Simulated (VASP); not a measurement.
# Hf2S under changes of volume

One of the cells (19.641 Å³/atom); the others are scaled copies at fixed shape and fractional positions:

```xyz
6
Lattice="3.3966 0.0000 0.0000 -1.6983 2.9416 0.0000 0.0000 0.0000 11.7950" Properties=species:S:1:pos:R:3 pbc="T T T"
Hf    0.0000    1.9610    1.1817
Hf    1.6983    0.9805    7.0792
Hf    0.0000    1.9610    4.7158
Hf    1.6983    0.9805   10.6133
S     0.0000    0.0000    2.9488
S     0.0000    0.0000    8.8463
```

The cell comes from a database or a generator and needn't be the stable form of this composition.

| Property | Result |
| --- | --- |
| Program | VASP 6.6.1 |
| Functional | PBEsol |
| Potentials or basis | VASP PAW PBE potentials, release 64 (Hf_pv, S) |
| Cutoff | 520 eV |
| k mesh | 9 × 9 × 3 |
| Occupations | fermi-dirac, width 0.05 eV |
| Spin | no spin polarisation |

| volume (Å³/atom) | energy over the lowest point (meV/atom) | pressure (GPa) | largest force (eV/Å) |
| --- | --- | --- | --- |
| 18.101 | 13.06 | 6.1 | 0.171 |
| 18.486 | ? | ? | ? |
| 18.871 | 0.00 | -0.5 | 0.167 |
| 19.641 | 15.31 | -5.8 | 0.146 |
| 20.026 | 31.89 | -8.0 | 0.131 |
| 20.412 | 53.64 | -10.1 | 0.114 |

Question: What does the run at 18.486 Å³/atom give?

Answer: Energy over the lowest point 2.61 meV/atom; pressure 2.6 GPa; largest force 0.171 eV/Å.

Worked out: A Birch-Murnaghan fit of order 3 (a polynomial in V^(-2/3)) to the other rows has its minimum at 18.81 Å³/atom with B0 = V·E''(V) = 146 GPa and B' = 4.2 at fixed shape and positions, which overstates the stiffness. It gives 2.59 meV/atom at 18.486 Å³/atom, against the run's 2.61, and -dE/dV = 2.7 GPa, against 2.6.

Energies are extrapolated to zero smearing.

Caveats: the PAW data sets were made with another functional, which shifts forces and pressure a little.
